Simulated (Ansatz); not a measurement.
# AlN (P6_3mc):F_N, thermodynamic levels from a 72-atom cell, part 2 of 2

Charge states of F_N in AlN (P6_3mc), set against the band edges. Model: a cell of 72 host atoms with 1 N taken out and 1 F put in.

Ansatz; place-levels on r2SCAN runs: charge-transition levels and formation energies with image-charge correction and potential alignment at the atomic sites; PAW set soft_1.

So far: The structure; The runs of each charge state.

**3. Placing the levels, r2SCAN**

A charged cell interacts with its images and the background, and its potential has another zero than the host's. place-levels removes the first by a point-charge model, screened by the static dielectric constant since the ions have relaxed around the charge, and the second by comparing potentials at atoms far from the defect.

The host is a run of the defect-free crystal in the same cutoffs, grids and k-points, so that basis and sampling errors cancel in part in the differences. The host is run in a cell of 8 atoms on a matching mesh. Its band edges are searched through the zone by a band path, so the gap is smaller than, or equal to, that on the mesh. Chemical potentials are energies per atom of N (N2 molecule) and F (F2 molecule), run with the same functional and cutoff.

levels.point.yaml

```yaml
host:
  run: host.point.run
states: [qm1_M1.point.run, q0.point.run, qp1_M1.point.run, qp2.point.run]
geometry_from:
  qm1_M1.point.run: qm1_M1.relax.run
  q0.point.run: q0.relax.run
  qp1_M1.point.run: qp1_M1.relax.run
  qp2.point.run: qp2.relax.run
  host.point.run: host.relax.run
chemical_potentials:
  "N":
    energy: -384.814403
    dataset: "<sha256 of the dataset>"
  F:
    energy: -806.862156
    dataset: "<sha256 of the dataset>"
epsilon: [4.49, 4.49, 4.72]
static_epsilon: [8.15, 8.15, 9.65]
vertical:
  - { from: qm1_M1.point.run, to: qm1_M1.point_neutral.run }
  - { from: qp1_M1.point.run, to: qp1_M1.point_neutral.run }
  - { from: qp2.point.run, to: qp2.point_neutral.run }
```

Launch:

```sh
$ ansatz place-levels levels.point.yaml -- --threads 4 --pin off --max-ram 7536MiB
```

What it wrote:

```text
[... repeated set-up lines and file paths are left out, and long positions are rounded to six places ...]
(+2/+1) 3.174 eV above the valence edge, 1.704 eV under the conduction edge; not on the lower envelope
(+1/0) 2.921 eV above the valence edge, 1.957 eV under the conduction edge; not on the lower envelope
(0/-1) 4.743 eV above the valence edge, 0.135 eV under the conduction edge
(+2/0) 3.048 eV above the valence edge, 1.830 eV under the conduction edge: charges between them are lowest nowhere
formation energy of charge +2: -3.977 eV with the Fermi level at the valence edge
formation energy of charge +1: -0.803 eV with the Fermi level at the valence edge
formation energy of charge 0: +2.118 eV with the Fermi level at the valence edge
formation energy of charge -1: +6.861 eV with the Fermi level at the valence edge
vertical -1 to 0: no energy, since no alignment is typed
  the change from vertical[0].from (qm1_M1.point.run) to vertical[0].to (qm1_M1.point_neutral.run): by its potential at epsilon [4.49, 4.49, 4.72] it stands at 0.604 0.498 0.516, with an rms radius of about 1.8 Å (0.7 1.6 0.0 Å across the planes of the cell's [...]
vertical +1 to 0: no energy, since no alignment is typed
  the change from vertical[1].from (qp1_M1.point.run) to vertical[1].to (qp1_M1.point_neutral.run): by its potential at epsilon [4.49, 4.49, 4.72] it stands at 0.603 0.492 0.511, with an rms radius of about 1.7 Å (1.0 1.0 0.9 Å across the planes of the cell's [...]
vertical +2 to 0: no energy, since no alignment is typed
  the change from vertical[2].from (qp2.point.run) to vertical[2].to (qp2.point_neutral.run): by its potential at epsilon [4.49, 4.49, 4.72] it stands at 0.536 0.464 0.444, with an rms radius of about 3.1 Å (1.7 1.7 2.0 Å across the planes of the cell's [...]
  edges by r2scan, gap 4.878 eV; the host is sampled to repeats of 18.64 Å
  the defect's cells are sampled to repeats of 18.64 Å, like sampling
  charge +2: -33865.3730 eV with its correction of +0.969 eV, at epsilon [8.15, 8.15, 9.65], aligned at sites: -0.0411 eV, mean over 33 atomic sites at or beyond 4.66 Å from the host's site at [0.5554, 0.4446, 0.4403] by the defect at [0.5556, 0.4444, [...]
  charge +1: -33855.2809 eV with its correction of +0.269 eV, at epsilon [8.15, 8.15, 9.65], aligned at sites: +0.0066 eV, mean over 33 atomic sites at or beyond 4.66 Å from the host's site at [0.5554, 0.4446, 0.4403] by the defect at [0.5556, 0.4444, [...]
  charge 0: +0.000 eV for its dipole among its images, +0.000 omitted
  charge -1: -33833.7810 eV with its correction of +0.198 eV, at epsilon [8.15, 8.15, 9.65], aligned at sites: +0.0651 eV, mean over 33 atomic sites at or beyond 4.66 Å from the host's site at [0.5554, 0.4446, 0.4403] by the defect at [0.5556, 0.4444, [...]
  of states[3] (qp2.point.run): it parts from the run at its places by a charge that spreads by about 1.7 Å along one vector (1.4 Å or more is wide), by its potential at epsilon [4.49, 4.49, 4.72], taken for that of held ions (one typed too small widens it), [...]
  of states[2] (qp1_M1.point.run): its displacements don't fall off away from the defect: farther atoms stand 0.015 Å off the host's places. [...]
  of states[1] (q0.point.run): its displacements don't fall off away from the defect: farther atoms stand 0.027 Å off the host's places. [...]
  of states[0] (qm1_M1.point.run): it parts from the run at its places by a charge that spreads by about 1.6 Å along one vector (1.4 Å or more is wide), by its potential at epsilon [4.49, 4.49, 4.72], taken for that of held ions (one typed too small widens [...]
  of vertical[0].from (qm1_M1.point.run): its displacements don't fall off away from the defect: farther atoms stand 0.031 Å off the host's places. [...]
  of vertical[0].to (qm1_M1.point_neutral.run): its displacements don't fall off away from the defect: farther atoms stand 0.031 Å off the host's places. [...]
  of vertical[1].from (qp1_M1.point.run): its displacements don't fall off away from the defect: farther atoms stand 0.015 Å off the host's places. [...]
  of vertical[1].to (qp1_M1.point_neutral.run): its displacements don't fall off away from the defect: farther atoms stand 0.015 Å off the host's places. [...]
  of vertical[2].from (qp2.point.run): it parts from the run at its places by a charge that spreads by about 1.7 Å along one vector (1.4 Å or more is wide), by its potential at epsilon [4.49, 4.49, 4.72], taken for that of held ions (one typed too small [...]
```

Run time: 0.5 s. Hardware: 4 threads of Arm Neoverse V1, shared host.

Levels between the charges placed, in eV above the valence top:

|  | gap (eV) | (+2/+1) | (+1/0) | (0/−1) |
| --- | --- | --- | --- | --- |
| r2SCAN | 4.88 | 3.17 | 2.92 | 4.74 |

Corrections by state:

| charge | moment (μB) | image terms and alignment (eV) | band filling (eV) | ε used | over the lowest of its charge, as the program ranks them, band filling apart (eV) |
| --- | --- | --- | --- | --- | --- |
| +2 | 0.0 | 0.969 | - | principal values (8.15, 8.15, 9.65) | 0.000 |
| +1 | 1.0 | 0.269 | - | principal values (8.15, 8.15, 9.65) | 0.000 |
| 0 | 0.0 | 0.000 | - | - | 0.000 |
| −1 | 1.0 | 0.198 | - | principal values (8.15, 8.15, 9.65) | 0.000 |

The charged structures listed were also run neutral, and place-levels reads from each pair, by the potential or the spins, how wide the charge is by which they differ; that can be the carrier of either run.

| charge | rms radius (Å) | spread where it is widest against the cell (Å) | wide from (Å) | reading |
| --- | --- | --- | --- | --- |
| +2 | 3.1 | 1.70 | 1.40 | wide |
| +1 | 1.7 | 1.04 | 1.40 | narrow |
| −1 | 1.8 | 1.60 | 1.40 | wide |

The neutral runs of these pairs need not share the spin of the lowest neutral state, and very wide values only mean spread over the cell.

From the program's caveats on the states, each cut to its opening words:

- charge +2: it parts from the run at its places by a charge that spreads by about 1.7 Å along one vector (1.4 Å or more is wide), by its potential at epsilon [4.49, 4.49, [...]
- charge +2: its alignment with the host at atomic sites is doubtful: the mean over the far sites moves by -0.0659 eV from their farther parts to their nearer, more than [...]
- charge +1 (1 μB): its displacements don't fall off away from the defect: farther atoms stand 0.015 Å off the host's places
- charge +1 (1 μB), −1 (1 μB): flagged: stability check not made
- charge 0: its displacements don't fall off away from the defect: farther atoms stand 0.027 Å off the host's places
- charge −1 (1 μB): it parts from the run at its places by a charge that spreads by about 1.6 Å along one vector (1.4 Å or more is wide), by its potential at epsilon [4.49, 4.49, [...]
- charge −1 (1 μB): its displacements don't fall off away from the defect: farther atoms stand 0.031 Å off the host's places

The host's formation energy from the elements is -1.627 eV per atom; it sets how far the chemical potentials can move.

Limit set by the element alone; other compounds of these elements are not counted. Chemical potentials from the elements' reference states: Al 0.00 eV, N -3.25 eV, F 0.00 eV. Formation energy by charge state (Al-rich; gap 4.88 eV):

| charge | at valence top (eV) | at conduction bottom (eV) | correction included (eV) |
| --- | --- | --- | --- |
| +2 | -7.23 | 2.52 | 0.97 |
| +1 | -4.06 | 0.82 | 0.27 |
| 0 | -1.14 | -1.14 | 0.00 |
| −1 | 3.61 | -1.27 | 0.20 |

Fermi level (eV), lowest formation energy (eV) and a bar from the least value:
```
     0.00      -7.23 
     0.44      -6.34 ####
     0.89      -5.46 #########
     1.33      -4.57 #############
     1.77      -3.69 #################
     2.22      -2.80 ######################
     2.66      -1.91 ##########################
     3.11      -1.14 ##############################
     3.55      -1.14 ##############################
     3.99      -1.14 ##############################
     4.43      -1.14 ##############################
     4.88      -1.27 #############################
```

Limit set by the element alone; other compounds of these elements are not counted. Chemical potentials from the elements' reference states: N 0.00 eV, Al -3.25 eV, F 0.00 eV. Formation energies (N-rich), with the Fermi level at the valence top and at the conduction bottom (gap 4.88 eV):

| charge | at valence top (eV) | at conduction bottom (eV) | correction included (eV) |
| --- | --- | --- | --- |
| +2 | -3.98 | 5.78 | 0.97 |
| +1 | -0.80 | 4.07 | 0.27 |
| 0 | 2.12 | 2.12 | 0.00 |
| −1 | 6.86 | 1.98 | 0.20 |

```csv
Fermi level (eV),lowest formation energy (eV)
0.00,-3.98
0.44,-3.09
0.89,-2.20
1.33,-1.32
1.77,-0.43
2.22,0.45
2.66,1.35
3.11,2.12
3.55,2.12
3.99,2.12
4.43,2.12
4.88,1.98
```

**4. The same at the relaxations' own k-points**

The relaxations' own energies give the levels at their sampling, for comparison.

levels.relax_mesh.yaml

```yaml
host:
  run: host.relax.run
states: [qm1_M1.relax.run, q0.relax.run, qp1_M1.relax.run, qp2.relax.run]
chemical_potentials:
  "N":
    energy: -384.814403
    dataset: "<sha256 of the dataset>"
  F:
    energy: -806.862156
    dataset: "<sha256 of the dataset>"
```

Launch:

```sh
$ ansatz place-levels levels.relax_mesh.yaml -- --threads 4 --pin off --max-ram 7536MiB
```

What it wrote:

```text
[...]
(0/-1) 4.758 eV above the valence edge, 0.128 eV under the conduction edge
[...]
formation energy of charge +2: -3.956 eV with the Fermi level at the valence edge
formation energy of charge +1: -0.726 eV with the Fermi level at the valence edge
formation energy of charge 0: +2.264 eV with the Fermi level at the valence edge
formation energy of charge -1: +7.021 eV with the Fermi level at the valence edge
  edges by r2scan, gap 4.886 eV; the host is sampled to repeats of 13.64 Å
[... the lines on each state left out ...]
```

Run time: 0.16 s. Hardware: 4 threads.

Levels between neighbouring charges, in eV above the valence top:

|  | gap (eV) | (+2/+1) | (+1/0) | (0/−1) |
| --- | --- | --- | --- | --- |
| one point at (¼, ¼, ¼) | 4.89 | 3.23 | 2.99 | 4.76 |
| a 2×2×2 shifted mesh | 4.88 | 3.17 | 2.92 | 4.74 |

Going from one point at (¼, ¼, ¼) to a 2×2×2 shifted mesh moves the levels that carry no band-filling term by up to 0.07 eV and formation energies against the elements by up to 0.16 eV.

**5. Summary of results**

```yaml
gap_of_the_host: 4.88 eV (r2SCAN)
level_plus_2_plus_1: 3.17 eV above the valence top, not a change between lowest states
level_plus_1_over_0: 2.92 eV above the valence top, not a change between lowest states
level_0_minus_1: 4.74 eV above the valence top
level_plus_2_over_0: 3.05 eV above the valence top
lowest_of_the_charges_placed_just_above_the_valence_top_0p02_ev: +2
lowest_of_the_charges_placed_just_below_the_conduction_bottom_0p02_ev: −1
lowest_formation_energy_at_mid_gap_of_the_charges_run_al_rich: -2.35 eV
lowest_formation_energy_at_mid_gap_of_the_charges_run_n_rich: 0.90 eV
```

In words: Of the charges placed (−1, 0, +1 and +2), the lowest changes at 3.05 eV (+2/0) and 4.74 eV (0/−1) above the valence top, in a gap of 4.88 eV. (0/−1) lies nearer to a band edge than the share of the finite-size correction in it (0.20 eV), and that correction holds for a localised charge alone. (+2/0) passes over charge +1, which lies 0.13 eV above the two there; a lower structure or spin state of it, if missed, would change that. (0/−1) lies 0.14 eV from a band edge, less than the doubt on such levels. Charges above +2 and below −1 were not placed, so these runs say nothing of levels that involve them. States placed: +2 at 0 μB; +1 at 1 μB; 0 at 0 μB; −1 at 1 μB. Other spin states or structures, where not listed, weren't placed. At charge −1 and 0 the atom put in ends up to 1.1 Å from its starting place, so the name tells the start alone and the levels can join different sites. F is taken at its element; compounds, which aren't counted here, bound the chemical potentials and would shift these formation energies. The lowest formation energy (Al-rich) is negative across the gap, so the defect would form by itself: these chemical potentials lie beyond what competing compounds allow, or the host is unstable against it. Going from one point at (¼, ¼, ¼) to a 2×2×2 shifted mesh moves the levels that carry no band-filling term by up to 0.07 eV and formation energies against the elements by up to 0.16 eV. The program doubts the alignment of potentials for at least one state, a sign that the cell is small. Limits: r2SCAN makes the gap too small and tends to spread out bound carriers; where a gas molecule sets a chemical potential or the host's formation energy, its binding is uncorrected.

[Logs are printed without paths, hosts, clocks, repeated set-up lines and the standing remarks that a program may print on its own settings, such as how far it seeks lower states.]

[Hosts, paths, dates, database ids (printed as entryN), source tags and the programs' standing remarks are cut or masked in the printed files.]

[Where a table of states has a column of steps, it counts the stored structures, which are thinned; the runs took as many ionic steps or more.]

[A defect's name tells the site on which it was built; relaxed atoms can leave that site.]

[For some hosts the program warned that the k-mesh of the response run may be too coarse for force constants and the static dielectric constant; such warnings are not shown here.]
